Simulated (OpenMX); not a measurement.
## CdSe (Cadmoselite) under changes of volume

One of the cells (28.102 Å³/atom); the others are scaled copies at fixed shape and fractional positions:

```xyz
4
Lattice="4.3000 0.0000 0.0000 -2.1500 3.7239 0.0000 0.0000 0.0000 7.0200" Properties=species:S:1:pos:R:3 pbc="T T T"
Cd    2.1500    1.2413    3.5100
Cd    0.0000    2.4826    0.0000
Se    2.1500    1.2413    6.2127
Se    0.0000    2.4826    2.7027
```

- Program: OpenMX 3.8.5
- Functional: PBE
- Potentials or basis: OpenMX 2013 PBE set, Cd7.0-s3p2d1, Se7.0-s3p2d1, fixed grid of 50 × 50 × 96 points
- k mesh: 7 × 7 × 5
- Occupations: fermi-dirac, width 0.05 eV
- Spin: no spin polarisation

| volume (Å³/atom) | energy over the lowest point (meV/atom) | gap on the mesh (eV) | largest force (eV/Å) |
| --- | --- | --- | --- |
| 26.416 | ? | ? | ? |
| 26.978 | 59.01 | 1.00 | 0.402 |
| 27.540 | 38.34 | 0.92 | 0.377 |
| 28.102 | 22.58 | 0.85 | 0.353 |
| 28.665 | 11.24 | 0.78 | 0.332 |
| 29.227 | 3.84 | 0.71 | 0.311 |
| 29.789 | 0.00 | 0.65 | 0.292 |

Problem. What does the run at 26.416 Å³/atom give?

Solution. Energy over the lowest point 85.11 meV/atom; gap on the mesh 1.07 eV; largest force 0.429 eV/Å.

Worked out: A Birch-Murnaghan fit of order 3 (a polynomial in V^(-2/3)) to the other rows has its minimum at 30.20 Å³/atom, just outside them, with B0 = V·E''(V) = 45 GPa and B' = 4.9 at fixed shape and positions, which overstates the stiffness. It gives 85.19 meV/atom at 26.416 Å³/atom, against the run's 85.11. A straight line through the other rows of the gap, of slope -3.53 eV per unit of ln V (its deformation potential), extrapolates to 1.07 eV, against the run's 1.07.

Energies are extrapolated to zero smearing.

Caveats: the basis of atomic orbitals isn't converged, which shifts pressures, moduli and gaps.

Spin-orbit coupling on Cd, Se is left out.
